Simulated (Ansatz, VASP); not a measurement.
## One calculation of Ru, two programs

```
Ru
1.0
     2.70600    0.00000    0.00000
     1.35300    2.34346    0.00000
     0.00000    0.00000   38.81000
Ru
11
Cartesian
  0.0000 0.0000 8.8942
  1.3530 0.7812 10.9290
  0.0000 0.0000 13.0462
  1.3530 0.7812 15.1720
  0.0000 0.0000 17.2907
  1.3530 0.7812 19.4050
  0.0000 0.0000 21.5193
  1.3530 0.7812 23.6380
  0.0000 0.0000 25.7638
  1.3530 0.7812 27.8810
  0.0000 0.0000 29.9158
```

Alike in both runs: functional PBEsol; k mesh 16 × 16 × 1; occupations gaussian, width 0.1 eV; no spin polarisation.

Ansatz relaxed the structure, and its values are those at the end. VASP's run is a single point on that final structure, the one shown.

|  | VASP | Ansatz |
| --- | --- | --- |
| version | VASP 6.6.1 | Ansatz 0.2.0 |
| potentials or method | VASP PAW PBE potentials, release 64 (Ru_pv) | scalar-relativistic, plane waves, PAW |
| plane-wave cutoff (eV) | 520 | 420 |
| valence electrons in the cell | 154 | 176 |

```csv
,VASP,Ansatz,Ansatz less VASP
gap on the k mesh at the Fermi level (eV),none,none,-
rms of the force components (eV/Å),0.005,0.000,-0.0049
```

A gap of «none» marks a metal or a gap that the smearing closes. The two sets of potentials don't hold the same shells in valence. Ansatz warned: «xc_potential_rough_in_thin_density».

Caveats: the PAW data sets were made with another functional, which shifts forces and pressure a little (VASP).
